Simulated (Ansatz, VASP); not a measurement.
**Ge: programs and potentials compared**

The starting cell:

```xyz
2
Lattice="0.0000 2.8289 2.8289 2.8289 0.0000 2.8289 2.8289 2.8289 0.0000" Properties=species:S:1:pos:R:3 pbc="T T T"
Ge    4.2434    4.2434    4.2434
Ge    2.8289    2.8289    2.8289
```

Alike in all runs: task relaxation of cell and atoms; functional PBE; dispersion D4; k mesh 8 × 8 × 8; occupations fermi-dirac, width 0.05 eV; no spin polarisation; no spin-orbit coupling.

```csv
program and potentials,plane-wave cutoff (eV),notes,equilibrium volume (Å³/atom)
"Ansatz, Ansatz PAW",420,-,23.09
"VASP, PBE PAW files Ge_d, 600 eV",600,-,23.09
"Ansatz, all-electron LAPW, scalar-relativistic",-,-,23.09
```

All agree on the equilibrium volume. Relaxations stop with a little pressure left, so the last digit of a volume isn't settled.

Differences between rows come from potentials, basis sets and numerical settings, since the functional is the same but for its coding. Runs on potential files found faulty are left out.

The two PAW calculations reproduce the all-electron volume of 23.09 Å³/atom, so the frozen cores and projectors introduce no visible error in the equilibrium size of germanium. This is a meaningful test because the filled 3d shell lies just beneath the valence shell, and its overlap with the 4s and 4p states can affect the bond length if the core is treated poorly.

The common volume is slightly larger than the measured one. Since the all-electron result shows the same expansion, its origin probably lies in the functional rather than in the potentials. PBE tends to make the covalent sp³ bonds of heavier semiconductors too long, and the attraction added by the dispersion term probably offsets only part of this. The agreement therefore supports the potentials, not the accuracy of the functional. It also says little about the band edges, as the gap of germanium is small and depends sensitively on the position of the antibonding s-like conduction state.
